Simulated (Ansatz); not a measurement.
# Si: one candidate of a structure search

Where does this trial cell of Si go when cell and atoms are let free?

Method: DFT PBE, scalar-relativistic, plane waves, PAW, in Ansatz 0.2.0.

## Step 1: Starting point

The structure is trigonal, space group R32 (No. 155). The conventional cell has a = 7.173 Å, b = 7.173 Å, c = 6.379 Å, α = 90.00°, β = 90.00°, γ = 120.00°. Si (site symmetry 3) is surrounded by 4 Si at 2.17 to 2.22 Å. Around Si (site symmetry 2) lie 4 Si at 2.22 to 2.23 Å.

Structure file:

```cif
data_structure
_symmetry_space_group_name_H-M 'R32:H'
_symmetry_Int_Tables_number 155
_cell_length_a 7.1734
_cell_length_b 7.1734
_cell_length_c 6.3791
_cell_angle_alpha 90.000
_cell_angle_beta 90.000
_cell_angle_gamma 120.000
_cell_volume 284.28
loop_
_atom_site_label
_atom_site_type_symbol
_atom_site_symmetry_multiplicity
_atom_site_Wyckoff_symbol
_atom_site_fract_x
_atom_site_fract_y
_atom_site_fract_z
_atom_site_occupancy
Si1 Si 6 c 0.00000 0.00000 0.32954 1
Si2 Si 9 d 0.27885 0.33333 0.33333 1
```

Recipe of the guess: 4-connected net of one element (R32, No. 155). Its size is a rough estimate.

## Step 2: Probe: one point on a coarse mesh

File input.yaml:

```yaml
crystal:
  lattice:
    - [3.58672321, 2.07079561, 2.12635552]
    - [-3.58672321, 2.07079561, 2.12635552]
    - [0.0, -4.14159122, 2.12635552]
  atoms:
    - { symbol: Si, position: [0.32954438, 0.32954438, 0.32954438] }
    - { symbol: Si, position: [0.67045562, 0.67045562, 0.67045562] }
    - { symbol: Si, position: [0.61217956, 0.38782044, 0.0] }
    - { symbol: Si, position: [0.0, 0.61217956, 0.38782044] }
    - { symbol: Si, position: [0.38782044, 0.0, 0.61217956] }
basis:
  ecutwfc: 420
kpoints:
  mp_grid: { grid: [6, 6, 6] }
hamiltonian:
  xc: pbe
scf:
  occupations: { method: gaussian, width: 0.1 }
  lower_state_search: "off"
output:
  forces: true
  stress: true
  eigenvalues: true
```

The run is started by

```console
$ ansatz run input.yaml --threads 1 --pin off --max-ram 2560MiB --backend cpu --events-out ev --progress --plain --runs-dir out
```

What it wrote, cut to the lines that bear on the results:

```text
Warning: RAYON_NUM_THREADS=1 ignored (pool sized by the plan → 1); use --threads N
[...]
Pseudopotentials: kind: paw
Pseudopotential: Si, paw, valence charge 4, recommended cutoff 420 eV (normal), Si.paw.azcp
Functional definition: PBE
[...]
Crystal: 5 atoms, lattice volume = 94.759 Å³
Basis set: ecut = 420 eV, 1837 PW (Γ), exchange–correlation on 64×64×64 points (8 copies of the dense FFT grid, shifted against one another)
Bands: 15, of which v1, the nominal top of the filled ones, is band 10 counted from 1 (9 counted from 0)
Symmetry: 6 space group operations
Space group: R32 (ITA 155), of the structure as read, at distance tolerance 4.6e-5 Å
k-points: 32 of 216 (time reversal used)
[...]
SCF iter   1: F=—  HF=-3174.546326 eV  |F-HF|=—  |Δ(HF+E_count)|=         —  Δρ=3.57e-3  dr2=1.28e-2  ethr=1.77e-3  ⟨swp⟩=6.7  Hψ=3456  notcnv=0
[...]
SCF iter   6: F=-3174.545894 eV  HF=-3174.545894 eV  |F-HF|=3.23e-8  |Δ(HF+E_count)|=   5.98e-7  Δρ=4.54e-6  dr2=1.58e-8  ethr=5.00e-10  ⟨swp⟩=8.4  Hψ=2759  notcnv=0
[...]
SCF converged after 6 iterations
Free energy (F): -3174.545894 eV
[...]
E sigma→0 (E₀):  -3174.542467 eV
Entropy (-TS):   -0.006855 eV (-1.371 meV/atom)
Fermi energy:    6.591344 eV
[...]
--- Forces (eV/Å), atoms counted from 1 ---
  atom   1  Si    -0.00000000     0.00000000    -2.43551660
  atom   2  Si     0.00000000     0.00000000     2.43551660
  atom   3  Si    -0.57700374     0.00000000     0.00000000
  atom   4  Si     0.28850187    -0.49969990     0.00000000
  atom   5  Si     0.28850187     0.49969990    -0.00000000
[...]
--- Stress (GPa, compression-positive) ---
       19.717240      -0.000000       0.000000
       -0.000000      19.717240       0.000000
        0.000000       0.000000      30.008864
  P = ⅓ Tr σ = 23.1478 GPa (231.478 kbar)
--- Band table (eV; the first three rows and the last of 32) ---
  k-point 0: bands = ["-6.6100", "-0.8731", "-0.8731", "-0.1509", "1.1039", "2.4343", "2.4343", "4.3941", "4.3941", "5.1996", "7.5309", "7.5309", "9.3233", "10.8929", "10.8929"]
[...]
```

It took 4.4 s on 1 thread of Arm Neoverse V1, shared host; peak memory 0.29 GiB.

Read-out: pressure 23.1 GPa, largest force 2.44 eV/Å, gap on this mesh none (metal). A guess like this is first relaxed loosely on the coarse mesh.

## Step 3: A loose first relaxation

Changes to input.yaml since step 2:

```diff
@@ -24 +24,6 @@
   eigenvalues: true
+relax:
+  adjacent_minimum: "off"
+  f_tol: 0.04
+  max_steps: 70
+  cell: { stress_tol: 0.4 }
```

The run is started by

```console
$ ansatz run input.yaml --threads 1 --pin off --max-ram 2560MiB --backend cpu --events-out ev --progress --plain --runs-dir out
```

What it wrote:

```text
Warning: RAYON_NUM_THREADS=1 ignored (pool sized by the plan → 1); use --threads N
Engine: ansatz 0.2.0, aarch64-unknown-linux-gnu
[... 3 set-up lines as earlier in the session ...]
  parameter kappa = 0.804
  parameter beta = 0.06672455060314922
  exchange = pbe_x(kappa = kappa, mu = beta*pi^2/3)
  correlation = pbe_c(beta = beta)
Crystal: 5 atoms, lattice volume = 94.759 Å³
Basis set: ecut = 420 eV, 1837 PW (Γ), exchange–correlation on 64×64×64 points (8 copies of the dense FFT grid, shifted against one another)
Bands: 15, of which v1, the nominal top of the filled ones, is band 10 counted from 1 (9 counted from 0)
[... 2 set-up lines as earlier in the session ...]
k-points: 32 of 216 (time reversal used)
Non-local potential: Si, projectors of the file, l = 0: 2, l = 1: 2, l = 2: 2
PAW form: soft (Blöchl's): semilocal exchange-correlation on the pseudo side does not see the compensation charge
PAW one-centre angular grid: Si, 110 points (default); XC on 64 Gauss nodes
Initial density: superposition of atomic densities (neutral atoms: chi_scale 0, normalization atom), corrected by the library's trained network
Initial wavefunctions: pseudopotential atomic-orbital guess
Functional: x = pbe(κ = 0.804, μ = 0.2195149727645171), c = pbe(β = 0.06672455060314922)
SCF iter   1: F=—  HF=-3174.546312 eV  |F-HF|=—  |Δ(HF+E_count)|=         —  Δρ=3.57e-3  dr2=1.28e-2  ethr=1.77e-3  ⟨swp⟩=6.7  Hψ=3446  notcnv=0
preconditioner: auto → none  [insulator: Δε(μ)=0.104 eV  Ē_g=7.946 eV  σ=0.100 eV  W_gap=0.54  n_scr=12 (ndim 8)  ℏωp=17.1 eV  f_vac=0.000  D(μ)=1.44/eV (n_scr^D=6)  ε∞_Penn≈5.6]
SCF iter   2: F=—  HF=-3174.545486 eV  |F-HF|=—  |Δ(HF+E_count)|=   8.26e-4  Δρ=1.58e-3  dr2=1.83e-3  ethr=6.39e-5  ⟨swp⟩=2.3  Hψ=1017  notcnv=0
SCF iter   3: F=—  HF=-3174.545907 eV  |F-HF|=—  |Δ(HF+E_count)|=   4.21e-4  Δρ=5.51e-4  dr2=5.07e-4  ethr=9.13e-6  ⟨swp⟩=2.5  Hψ=743  notcnv=0
SCF iter   4: F=—  HF=-3174.545877 eV  |F-HF|=—  |Δ(HF+E_count)|=   2.95e-5  Δρ=1.62e-4  dr2=1.78e-5  ethr=2.54e-6  ⟨swp⟩=2.0  Hψ=704  notcnv=0
SCF iter   5: F=—  HF=-3174.545894 eV  |F-HF|=—  |Δ(HF+E_count)|=   1.64e-5  Δρ=2.51e-5  dr2=5.08e-7  ethr=8.91e-8  ⟨swp⟩=2.1  Hψ=759  notcnv=0
SCF iter   6: F=-3174.545894 eV  HF=-3174.545894 eV  |F-HF|=3.22e-8  |Δ(HF+E_count)|=   5.99e-7  Δρ=4.55e-6  dr2=1.59e-8  ethr=5.00e-10  ⟨swp⟩=8.4  Hψ=2760  notcnv=0
SCF 1 converged in 6 iterations: F = -3174.545894 eV  dr2 = 1.59e-8
relax step   1: F+E_penalty+E_count = -3174.54589444 eV  Δ(F+E_penalty+E_count) = +0.000e0 eV  max|allowed force component| = 2.436e0 eV/Å  Δτ_max = 0.0000 Å  P = +23.148 GPa  Ω = 94.759 Å³  (6 SCF iters, dr2 threshold 1.00e-7 eV, accepted)
Crystal: 5 atoms, lattice volume = 108.027 Å³
Basis set: ecut = 420 eV, 2119 PW (Γ), exchange–correlation on 64×64×64 points (8 copies of the dense FFT grid, shifted against one another)
Initial density: handed on by an earlier stage of this run
Initial wavefunctions: those handed on with the density
iter 1 solved again at ethr=9.63e-4 eV; its pass at ethr=3.10e-3 eV (dr2=1.93e-1 eV) is discarded
SCF iter   1: F=—  HF=-3175.962695 eV  |F-HF|=—  |Δ(HF+E_count)|=         —  Δρ=9.15e-3  dr2=1.93e-1  ethr=9.63e-4  ⟨swp⟩=1.0  Hψ=3844  notcnv=0
preconditioner: auto → Kerker (q_TF=auto, 2.060 Å⁻¹)  [metal: Δε(μ)=0.032 eV  Ē_g=7.439 eV  σ=0.100 eV  W_gap=0.18  n_scr=12 (ndim 8)  ℏωp=16.0 eV  f_vac=0.000  D(μ)=1.92/eV (n_scr^D=12)]
SCF iter   2: F=—  HF=-3175.919817 eV  |F-HF|=—  |Δ(HF+E_count)|=   4.29e-2  Δρ=5.23e-3  dr2=7.10e-2  ethr=9.63e-4  ⟨swp⟩=1.0  Hψ=480  notcnv=0
SCF iter   3: F=—  HF=-3175.900090 eV  |F-HF|=—  |Δ(HF+E_count)|=   1.97e-2  Δρ=1.20e-3  dr2=3.10e-3  ethr=3.55e-4  ⟨swp⟩=2.9  Hψ=801  notcnv=0
SCF iter   4: F=—  HF=-3175.902184 eV  |F-HF|=—  |Δ(HF+E_count)|=   2.09e-3  Δρ=2.73e-4  dr2=1.40e-4  ethr=1.55e-5  ⟨swp⟩=2.6  Hψ=790  notcnv=0
SCF iter   5: F=—  HF=-3175.902361 eV  |F-HF|=—  |Δ(HF+E_count)|=   1.77e-4  Δρ=9.52e-5  dr2=1.12e-5  ethr=6.99e-7  ⟨swp⟩=2.1  Hψ=786  notcnv=0
SCF iter   6: F=-3175.902403 eV  HF=-3175.902402 eV  |F-HF|=6.75e-7  |Δ(HF+E_count)|=   4.11e-5  Δρ=1.32e-5  dr2=1.90e-7  ethr=2.50e-9  ⟨swp⟩=6.0  Hψ=3026  notcnv=0
SCF 2 converged in 6 iterations: F = -3175.902403 eV  dr2 = 1.90e-7
relax step   2: F+E_penalty+E_count = -3175.90240287 eV  Δ(F+E_penalty+E_count) = -1.357e0 eV  max|allowed force component| = 6.655e-1 eV/Å  Δτ_max = 0.0764 Å  P = +7.116 GPa  Ω = 108.027 Å³  energy of the carried Pulay correction = -2.031e-3 eV  (6 SCF iters, dr2 threshold 5.00e-7 eV, accepted)
Crystal: 5 atoms, lattice volume = 115.818 Å³
Basis set: ecut = 420 eV, 2293 PW (Γ), exchange–correlation on 64×64×64 points (8 copies of the dense FFT grid, shifted against one another)
iter 1 solved again at ethr=5.88e-4 eV; its pass at ethr=3.10e-3 eV (dr2=1.18e-1 eV) is discarded
SCF iter   1: F=—  HF=-3176.301010 eV  |F-HF|=—  |Δ(HF+E_count)|=         —  Δρ=9.87e-3  dr2=1.18e-1  ethr=5.88e-4  ⟨swp⟩=1.0  Hψ=4009  notcnv=0
preconditioner: auto → Kerker (q_TF=auto, 2.036 Å⁻¹)  [metal: Δε(μ)=0.023 eV  Ē_g=7.185 eV  σ=0.100 eV  W_gap=0.13  n_scr=12 (ndim 8)  ℏωp=15.4 eV  f_vac=0.000  D(μ)=1.62/eV (n_scr^D=6)]
SCF iter   2: F=—  HF=-3176.286395 eV  |F-HF|=—  |Δ(HF+E_count)|=   1.46e-2  Δρ=5.78e-3  dr2=4.30e-2  ethr=5.88e-4  ⟨swp⟩=1.0  Hψ=480  notcnv=0
SCF iter   3: F=—  HF=-3176.280584 eV  |F-HF|=—  |Δ(HF+E_count)|=   5.81e-3  Δρ=7.50e-4  dr2=1.19e-3  ethr=2.15e-4  ⟨swp⟩=2.1  Hψ=796  notcnv=0
SCF iter   4: F=—  HF=-3176.281297 eV  |F-HF|=—  |Δ(HF+E_count)|=   7.13e-4  Δρ=1.90e-4  dr2=1.00e-4  ethr=5.96e-6  ⟨swp⟩=2.6  Hψ=775  notcnv=0
SCF iter   5: F=—  HF=-3176.281400 eV  |F-HF|=—  |Δ(HF+E_count)|=   1.03e-4  Δρ=6.49e-5  dr2=7.57e-6  ethr=5.00e-7  ⟨swp⟩=2.1  Hψ=774  notcnv=0
SCF iter   6: F=-3176.281419 eV  HF=-3176.281418 eV  |F-HF|=3.03e-7  |Δ(HF+E_count)|=   1.82e-5  Δρ=8.84e-6  dr2=9.50e-8  ethr=2.50e-9  ⟨swp⟩=5.4  Hψ=3013  notcnv=0
SCF 3 converged in 6 iterations: F = -3176.281419 eV  dr2 = 9.50e-8
relax step   3: F+E_penalty+E_count = -3176.28141858 eV  Δ(F+E_penalty+E_count) = -3.790e-1 eV  max|allowed force component| = 3.725e-1 eV/Å  Δτ_max = 0.1873 Å  P = -0.179 GPa  Ω = 115.818 Å³  energy of the carried Pulay correction = -3.105e-3 eV  (6 SCF iters, dr2 threshold 5.00e-7 eV, accepted)
[... from here on, the SCF cycles and remarks between the steps are left out ...]
relax step   4: F+E_penalty+E_count = -3176.36859413 eV  Δ(F+E_penalty+E_count) = -8.718e-2 eV  max|allowed force component| = 1.256e-1 eV/Å  Δτ_max = 0.0495 Å  P = -0.054 GPa  Ω = 113.358 Å³  energy of the carried Pulay correction = -2.774e-3 eV  (5 SCF iters, dr2 threshold 5.00e-7 eV, accepted)
relax step   5: F+E_penalty+E_count = -3176.43419952 eV  Δ(F+E_penalty+E_count) = -6.561e-2 eV  max|allowed force component| = 3.408e-1 eV/Å  Δτ_max = 0.0711 Å  P = -0.312 GPa  Ω = 110.336 Å³  energy of the carried Pulay correction = -2.357e-3 eV  (6 SCF iters, dr2 threshold 5.00e-7 eV, accepted)
relax step   6: F+E_penalty+E_count = -3176.50015553 eV  Δ(F+E_penalty+E_count) = -6.596e-2 eV  max|allowed force component| = 5.770e-1 eV/Å  Δτ_max = 0.1004 Å  P = +0.061 GPa  Ω = 105.542 Å³  energy of the carried Pulay correction = -1.671e-3 eV  (6 SCF iters, dr2 threshold 5.00e-7 eV, accepted)
relax step   7: F+E_penalty+E_count = -3176.59422302 eV  Δ(F+E_penalty+E_count) = -9.407e-2 eV  max|allowed force component| = 6.996e-1 eV/Å  Δτ_max = 0.1244 Å  P = +0.194 GPa  Ω = 100.534 Å³  energy of the carried Pulay correction = -9.176e-4 eV  (6 SCF iters, dr2 threshold 5.00e-7 eV, accepted)
relax step   8: F+E_penalty+E_count = -3176.63867841 eV  Δ(F+E_penalty+E_count) = -4.446e-2 eV  max|allowed force component| = 3.501e-1 eV/Å  Δτ_max = 0.1944 Å  P = +1.528 GPa  Ω = 94.683 Å³  energy of the carried Pulay correction = +1.257e-5 eV  (6 SCF iters, dr2 threshold 5.00e-7 eV, accepted)
relax step   9: F+E_penalty+E_count = -3177.00135862 eV  Δ(F+E_penalty+E_count) = -3.627e-1 eV  max|allowed force component| = 7.692e-1 eV/Å  Δτ_max = 0.0520 Å  P = +0.880 GPa  Ω = 96.629 Å³  energy of the carried Pulay correction = -3.031e-4 eV  (6 SCF iters, dr2 threshold 5.00e-7 eV, accepted)
relax step  10: F+E_penalty+E_count = -3177.32320701 eV  Δ(F+E_penalty+E_count) = -3.218e-1 eV  max|allowed force component| = 9.840e-1 eV/Å  Δτ_max = 0.1408 Å  P = +3.853 GPa  Ω = 97.139 Å³  energy of the carried Pulay correction = -3.848e-4 eV  (6 SCF iters, dr2 threshold 5.00e-7 eV, accepted)
relax step  11: F+E_penalty+E_count = -3177.44203433 eV  Δ(F+E_penalty+E_count) = -1.188e-1 eV  max|allowed force component| = 3.867e-2 eV/Å  Δτ_max = 0.0425 Å  P = -2.616 GPa  Ω = 102.419 Å³  energy of the carried Pulay correction = -1.205e-3 eV  (6 SCF iters, dr2 threshold 5.00e-7 eV, accepted)
relax step  12: F+E_penalty+E_count = -3177.48435525 eV  Δ(F+E_penalty+E_count) = -4.232e-2 eV  max|allowed force component| = 7.219e-2 eV/Å  Δτ_max = 0.0175 Å  P = +0.155 GPa  Ω = 98.752 Å³  energy of the carried Pulay correction = -6.403e-4 eV  (6 SCF iters, dr2 threshold 5.00e-7 eV, accepted)
relax step  13: F+E_penalty+E_count = -3177.48477882 eV  Δ(F+E_penalty+E_count) = -4.236e-4 eV  max|allowed force component| = 2.740e-2 eV/Å  Δτ_max = 0.0064 Å  P = +0.016 GPa  Ω = 98.933 Å³  energy of the carried Pulay correction = -6.686e-4 eV  (4 SCF iters, dr2 threshold 3.26e-7 eV, accepted)
Basis set: ecut = 420 eV, 1903 PW (Γ), exchange–correlation on 72×72×72 points (8 copies of the dense FFT grid, shifted against one another)
Initial wavefunctions: pseudopotential atomic-orbital guess (no wavefunctions were taken with the density)
iter 1 solved again at ethr=1.22e-7 eV; its pass at ethr=3.10e-3 eV (dr2=2.44e-5 eV) is discarded
SCF iter   1: F=—  HF=-3177.488361 eV  |F-HF|=—  |Δ(HF+E_count)|=         —  Δρ=1.23e-4  dr2=1.36e-6  ethr=1.22e-7  ⟨swp⟩=3.2  Hψ=4653  notcnv=0
preconditioner: auto → none  [insulator: Δε(μ)=0.210 eV  Ē_g=7.495 eV  σ=0.100 eV  W_gap=0.86  n_scr=12 (ndim 8)  ℏωp=16.7 eV  f_vac=0.000  D(μ)=0.17/eV (n_scr^D=0)  ε∞_Penn≈6.0]
SCF iter   2: F=—  HF=-3177.488378 eV  |F-HF|=—  |Δ(HF+E_count)|=   1.69e-5  Δρ=6.27e-5  dr2=3.51e-7  ethr=6.80e-9  ⟨swp⟩=2.0  Hψ=786  notcnv=0
SCF iter   3: F=—  HF=-3177.488384 eV  |F-HF|=—  |Δ(HF+E_count)|=   6.42e-6  Δρ=5.59e-6  dr2=7.82e-8  ethr=1.76e-9  ⟨swp⟩=2.0  Hψ=801  notcnv=0
SCF iter   4: F=-3177.488384 eV  HF=-3177.488384 eV  |F-HF|=7.88e-10  |Δ(HF+E_count)|=   1.27e-8  Δρ=1.00e-6  dr2=3.73e-10  ethr=1.60e-11  ⟨swp⟩=4.6  Hψ=2319  notcnv=0
SCF 14 converged in 4 iterations: F = -3177.488384 eV  dr2 = 3.73e-10
relax step  14: F+E_penalty+E_count = -3177.48838444 eV  Δ(F+E_penalty+E_count) = -3.606e-3 eV  max|allowed force component| = 2.812e-2 eV/Å  Δτ_max = 0.0000 Å  P = +0.060 GPa  Ω = 98.933 Å³  stress off target by 8.73e-2 GPa  SCF on the basis re-selected at this cell (its energy is not comparable with the rows above)  (4 SCF iters)
basis re-selected at this cell: Δ(F+E_penalty+E_count) = -3.606e-3 eV, ΔP = +0.043 GPa vs the last step (what re-selecting the basis moved, of the pressure what is left beyond the Pulay correction that the steps carried, after the strain that the cell walked since its last selection, with what the two solves' SCF thresholds leave and, on support functions, any second-order correction that the steps lacked; it is no measure of the basis error at this ecutwfc). The dense FFT grid was sized anew with the basis: this SCF ran on 36×36×36 points, the steps before it on 32×32×32, so part of this shift can come from that change (see relax.cell in the input reference). This SCF's stress stands 8.73e-2 GPa from its target on what of the cell is left free (relax.cell.stress_tol is 4.00e-1 GPa) and its largest allowed force component is 2.81e-2 eV/Å (relax.f_tol is 4.00e-2 eV/Å): within both
SCF converged after 4 iterations
Free energy (F): -3177.488384 eV
Harris-Foulkes:  -3177.488384 eV  (|F-HF|=7.88e-10)
Internal energy: -3177.487557 eV  (E = F + TS)
E sigma→0 (E₀):  -3177.487971 eV
Entropy (-TS):   -0.000827 eV (-0.165 meV/atom)
Fermi energy:    6.629996 eV
--- Per-component energies (eV) ---
  E_band       = 27.339138
  E_kinetic    = 199.726491
  E_local      = -130.356279  (includes V_loc(G=0)·N_el)
  E_nonlocal   = 129.093926
  E_hartree    = 36.617425
  E_xc         = -275.185184
  E_vxc        = -232.706737  (∫ρ·V_xc dr)
  E_paw        = -2563.117846  (= ΣΔE_a)
  E_vpaw       = -11.653210  (= ΣTr[D̂ρ^β])
  E_aug_tail   = 0.000032  (compensation charges beyond the density's cutoff)
  E_ewald      = -574.266121
  E_smearing   = -0.000827  (= −TS)
  E_closure    = 0.000000  (closes the sum)
  Σ components = -3177.488384   (vs F -3177.488384, Δ=0.00e0)
--- Forces (eV/Å), atoms counted from 1 ---
  atom   1  Si    -0.00000000     0.00000000     0.02811618
  atom   2  Si    -0.00000000     0.00000000    -0.02811618
  atom   3  Si    -0.00741727    -0.00000000     0.00000000
  atom   4  Si     0.00370863    -0.00642354     0.00000000
  atom   5  Si     0.00370863     0.00642354     0.00000000
  max |Σ_I F_I| component: 9.19e-17 eV/Å
--- Stress (GPa, compression-positive) ---
        0.087324      -0.000000      -0.000000
       -0.000000       0.087324       0.000000
       -0.000000       0.000000       0.004238
  P = ⅓ Tr σ = 0.0596 GPa (0.596 kbar)
--- Band table (eV; the first three rows and the last of 32) ---
  k-point 0: bands = ["-5.7611", "-0.2215", "0.1550", "0.1550", "0.7947", "3.0030", "3.0030", "3.4753", "3.6825", "3.6825", "7.1215", "7.1215", "7.6873", "11.4766", "11.4766"]
  k-point 1: bands = ["-5.5698", "-1.3601", "-0.4251", "0.9628", "1.0627", "2.7864", "3.0557", "3.4489", "4.0956", "4.7214", "6.8429", "7.5605", "8.4373", "9.9678", "10.1938"]
  k-point 2: bands = ["-5.0026", "-2.8161", "-0.7850", "0.8720", "1.1965", "2.8765", "3.5574", "4.2703", "4.9172", "5.5746", "6.9125", "7.7956", "8.3592", "9.2138", "9.5620"]
  k-point 31: bands = ["-2.9208", "-2.6034", "-2.6034", "-1.8425", "1.4745", "1.4745", "3.3275", "3.3690", "6.5121", "6.5121", "8.3547", "9.5276", "9.5276", "11.2572", "11.4998"]
--- Relaxed structure (13 steps of the walk, 13 accepted, 1 SCFs on fresh bases) ---
  F+E_penalty+E_count = -3177.48838444 eV   max|allowed force component| = 2.812e-2 eV/Å   (the final SCF, on the basis selected at the relaxed cell)
  cell:  # Å, volume = 98.9329 Å³
    - [3.8400079331850177, 2.2170296139146686, 1.936804737054578]
    - [-3.8400079331850177, 2.2170296139146686, 1.936804737054578]
    - [-5.0501215785665765e-18, -4.434059227829337, 1.936804737054578]
  atoms:
    - { symbol: Si, position: [0.20363708665449123, 0.2036370866544913, 0.20363708665449126] }
    - { symbol: Si, position: [0.7963629133455089, 0.7963629133455089, 0.7963629133455089] }
    - { symbol: Si, position: [0.5630014275306194, 0.4369985724693806, 0.0] }
    - { symbol: Si, position: [1.1102230246251565e-16, 0.5630014275306194, 0.43699857246938056] }
    - { symbol: Si, position: [0.43699857246938056, 1.1102230246251565e-16, 0.5630014275306194] }
```

Run time: 75 s. Hardware: 1 thread of Arm Neoverse V1, shared host; peak memory 0.32 GiB.

The steps of the relaxation:

```csv
step,E - E(step 1) (eV/cell),largest force component (eV/Å),pressure (GPa),volume (Å³)
1,0.0000,2.4355,23.15,94.76
2,-1.3565,0.6655,7.12,108.03
3,-1.7355,0.3725,-0.18,115.82
4,-1.8227,0.1256,-0.05,113.36
5,-1.8883,0.3408,-0.31,110.34
6,-1.9543,0.5770,0.06,105.54
7,-2.0483,0.6996,0.19,100.53
8,-2.0928,0.3501,1.53,94.68
9,-2.4555,0.7692,0.88,96.63
10,-2.7773,0.9840,3.85,97.14
11,-2.8961,0.0387,-2.62,102.42
12,-2.9385,0.0722,0.15,98.75
13,-2.9389,0.0274,0.02,98.93
14,-2.9425,0.0281,0.06,98.93
```

Step 1 is the start. Step 14 repeats the geometry before it on a plane-wave basis chosen anew for that cell, so its energy need not be comparable with the rows above.

Lengths and angles in the start's conventional setting:

|  | before | after | change |
| --- | --- | --- | --- |
| a (Å) | 7.173 | 7.680 | +7.1 % |
| b (Å) | 7.173 | 7.680 | +7.1 % |
| c (Å) | 6.379 | 5.810 | -8.9 % |
| volume (Å³/atom) | 18.95 | 19.79 | +4.4 % |
| shortest distance (Å) | 2.175 | 2.366 | +8.8 % |
| space group (0.01 Å) | R32 | R32 | same |

Forces and stress were held to the start's 6 operations: a distortion of lower symmetry was not tested.

[end of part 1 of 2]
